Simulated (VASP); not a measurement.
Input of a VASP 6.6.1 run:

The input INCAR:

```
ALGO = Normal ; EDIFF = 1E-7
EDIFFG = -0.01 ; ENCUT = 600
GGA = PE ; IBRION = 2
ISIF = 2 ; ISMEAR = 0
LASPH = True ; LCHARG = False
LREAL = False ; LWAVE = False
NELM = 80 ; NSW = 40
PREC = Accurate ; SIGMA = 0.03
```

File KPOINTS:

```
k-points
0
Gamma
  10 10 10
```

File POSCAR:

```
SiC                                     
1.0
    0.0000000000      2.1745500112      2.1745500112
    2.1745500112      0.0000000000      2.1745500112
    2.1745500112      2.1745500112      0.0000000000
  Si              C             
     1     1
Direct
     0.0000000000000000    0.0000000000000000    0.0000000000000000
     0.2500000000000000    0.2500000000000000    0.2500000000000000
```

Potentials or basis: VASP PAW PBE potentials, release 64 (Si, C).

The run is started by

```bash
$ cat potpaw_PBE.64/Si/POTCAR potpaw_PBE.64/C/POTCAR > POTCAR
$ mpirun -np 1 vasp_std > vasp.out
```

(1) Estimate the band gap on the k mesh.

Answers

(1) 1.35 eV, indirect (least direct gap 4.55 eV).

Caveat: the relaxation stopped at its first step, so nothing moved.
